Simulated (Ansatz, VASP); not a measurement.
# Mg: VASP beside Ansatz

INCAR

```
  PREC = Accurate
  ENCUT = 520
  EDIFF = 1E-6
  ISMEAR = 1
  SIGMA = 0.025
  LREAL = False
  LASPH = True
  NELM = 80
  ALGO = Normal
  ISIF = 2
  LWAVE = False
  LCHARG = False
  GGA = PE
  NBANDS = 7
```

Contents of KPOINTS:

```
Automatic mesh
0
Gamma
  10 10 10
```

File POSCAR:

```
Mg
1.0
    0.0000000000      2.2291934254      2.2291934254
    2.2291934254      0.0000000000      2.2291934254
    2.2291934254      2.2291934254      0.0000000000
Mg
1
Direct
    0.0000000000      0.0000000000      0.0000000000
```

input.yaml

```yaml
crystal:
  lattice:
    - [0.0, 2.2291934254, 2.2291934254]
    - [2.2291934254, 0.0, 2.2291934254]
    - [2.2291934254, 2.2291934254, 0.0]
  atoms:
    - { symbol: Mg, position: [0.0, 0.0, 0.0] }
kpoints:
  mp_grid: { grid: [10, 10, 10] }
scf:
  occupations: { method: cold, width: 0.025 }
hamiltonian:
  xc: pbe
  pseudopotentials:
    kind: all_electron
    lapw: { basis_error: 0.001 }
    relativity: none
output:
  forces: true
  stress: true
  eigenvalues: true
```

Change from the starting cell: volume scaled by 0.98.

Alike in both runs: task single point; functional PBE; k mesh 10 × 10 × 10; no spin polarisation.

|  | VASP | Ansatz |
| --- | --- | --- |
| version | VASP 6.6.1 | Ansatz 0.2.0 |
| potentials or method | VASP PAW PBE potentials, release 64 (Mg) | all-electron LAPW, non-relativistic |
| plane-wave cutoff (eV) | 520 | see its input |
| occupations | methfessel-paxton of order 1, width 0.025 eV | cold, width 0.025 eV |

|  | VASP | Ansatz | Ansatz less VASP |
| --- | --- | --- | --- |
| gap on the k mesh at the Fermi level (eV) | none | none | - |
| pressure (GPa) | 1.5 | 1.7 | +0.16 |

A gap of «none» marks a metal or a gap that the smearing closes. Ansatz ran all-electron here, so the differences hold the error of VASP's frozen core and of both bases.
